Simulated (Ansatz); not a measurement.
The calculation used DFT PBE, scalar-relativistic, plane waves, PAW (Ansatz). Settings: cutoff 420 eV, Γ-centred meshes spaced at most about 0.3 Å⁻¹, and about 0.25 Å⁻¹ or finer for metals (2π included), Gaussian smearing. No spin polarisation.

These are static total energies at zero pressure.

Compare these two cells of AlIn2As3, each relaxed at this level.

A.

Space group P3m1 (No. 156). a = 4.263 Å, b = 4.263 Å, c = 10.463 Å, α = 90.00°, β = 90.00°, γ = 120.00°
```
atom  site  symmetry       x       y       z
  Al    1a       3m.  0.0000  0.0000  0.0001
  In    1b       3m.  0.3333  0.6667  0.6724
  In    1c       3m.  0.6667  0.3333  0.3262
  As    1a       3m.  0.0000  0.0000  0.7637
  As    1b       3m.  0.3333  0.6667  0.4179
  As    1c       3m.  0.6667  0.3333  0.0697
```

B.

Space group I-4m2 (No. 119). a = 4.257 Å, b = 4.257 Å, c = 18.120 Å, α = 90.00°, β = 90.00°, γ = 90.00°
```tsv
atom	site	symmetry	x	y	z
Al	2a	-4m2	0.0000	0.0000	0.0000
In	4e	2mm.	0.5000	0.5000	0.1625
As	4f	2mm.	0.5000	0.0000	0.4260
As	2c	-4m2	0.0000	0.5000	0.2500
```

Question: Which would you expect to be lower, and how large is the difference?

Answer: B is lower, by 10 meV/atom. A has Al and In ordered on zinc blende sites, space group P3m1 (No. 156), 27.4 Å³/atom and no gap on its mesh; B has Al and In ordered on zinc blende sites, space group I-4m2 (No. 119), 27.4 Å³/atom and a gap of 0.11 eV. In A, Al has 4 As at 2.47–2.57 Å; around In on its first site lie 4 As at 2.64–2.66 Å; As on its first site has 1 Al at 2.47 Å and 3 In at 2.64 Å; 3 more sites not described. In B, Al is surrounded by 4 As at 2.52 Å; In has 4 As at 2.65–2.66 Å; As on a site of symmetry 2mm is surrounded by 2 Al at 2.52 Å and 2 In at 2.66 Å; 1 more site not described. Both come from invented guesses. Shaken at random and relaxed again, A came back. Shaken at random and relaxed again, B came back. The lowest form computed isn't among them: it has Al and In ordered on zinc blende sites, space group Cc (No. 9), 27.3 Å³/atom and lies 9 meV/atom below the best shown. Checks on A: phonons real on a 2×2×1 q mesh, imaginary between its points (to 5i cm⁻¹, which can come from the interpolation).

The k mesh leaves some 4 meV/atom of noise in the energy of each metallic cell. Kohn–Sham gaps at this level usually fall short of measured ones. The zero gap of P3m1 may come from the functional, which often closes small gaps. Some structure types and database cells were kept out of the candidates from the start, so a known form may be missing.
